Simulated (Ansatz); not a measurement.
CaO, NiAs type, relaxed with r2SCAN, was run in the PAW code Ansatz under altered settings. All numbers are computed, without spin polarisation but where a row says otherwise.

```xyz
4
Lattice="3.3199 0.0000 0.0000 -1.6600 2.8751 0.0000 0.0000 0.0000 5.8143" Properties=species:S:1:pos:R:3 pbc="T T T"
Ca    0.0000    0.0000    0.0000
Ca    0.0000    0.0000    2.9072
O     0.0000    1.9168    1.4536
O     1.6600    0.9584    4.3607
```

The base run's other keys:
```yaml
kpoints:
  mp_grid: { grid: [6, 6, 2] }
hamiltonian:
  xc: hse06
scf:
  occupations: { method: fixed }
  n_extra_bands: 5
```

It takes 12 iterations with 1111 plane waves at 420 eV and 14 k points, and leaves a mean stress of +0.32 GPa. The gap over this mesh is 5.564 eV. It ran on 4 threads of Arm Neoverse N1, with other jobs on the host.

Outcomes, with energy and stress as changes against the base:
```tsv
setting	outcome	ΔF (meV/atom)	Δ mean stress (GPa)	gap on the mesh (eV)	iterations	wall time
PBE hybrid, exx coeff 0.5, omega 0.2078 1/Å	converged	–	-2.3	7.337	19	14 s
PBE hybrid, exx coeff 0.05, omega 0.2078 1/Å	converged	–	+1.8	4.185	10	11 s
PBE hybrid, exx coeff 1.5, omega 0.1 1/Å	refused	–	–	–	–	0.04 s
kpoints.mp_grid.grid: [8, 8, 1]	converged	-9.6	-0.1	5.597	12	11 s
```
A dash marks a value that wasn't obtained or can't be compared. Stress is positive in compression. The base took 12 s. The base's mesh is coarse for a hybrid, so its own values aren't converged.

- PBE hybrid, exx coeff 0.5, omega 0.2078 1/Å. That is 50 % exact exchange, screened with ω = 0.2078 1/Å, against HSE06's 25 % screened at 0.208 1/Å. The mean stress moves by -2.3 GPa and the gap on the mesh by +1.773 eV (to 7.337). Totals of different functionals aren't comparable.
- PBE hybrid, exx coeff 0.05, omega 0.2078 1/Å. That is 5 % exact exchange, screened with ω = 0.2078 1/Å, against HSE06's 25 % screened at 0.208 1/Å. The mean stress moves by +1.8 GPa and the gap on the mesh by -1.379 eV (to 4.185). Totals of different functionals aren't comparable.
- PBE hybrid, exx coeff 1.5, omega 0.1 1/Å. The input is refused before any iteration. Error: invalid value for `hamiltonian.xc.exx.coeff`: must be finite and in (0, 1]; got 1.5
- kpoints.mp_grid.grid: [8, 8, 1]. The free energy moves by -9.6 meV an atom, the mean stress by -0.1 GPa (single components by up to 0.8) and the gap on the mesh by +0.033 eV (to 5.597). The mesh is too coarse.

The program warns that its thresholds are loose for a hybrid's stress.

The meshes of the hybrids are coarse, so their gaps aren't converged to the digits shown.
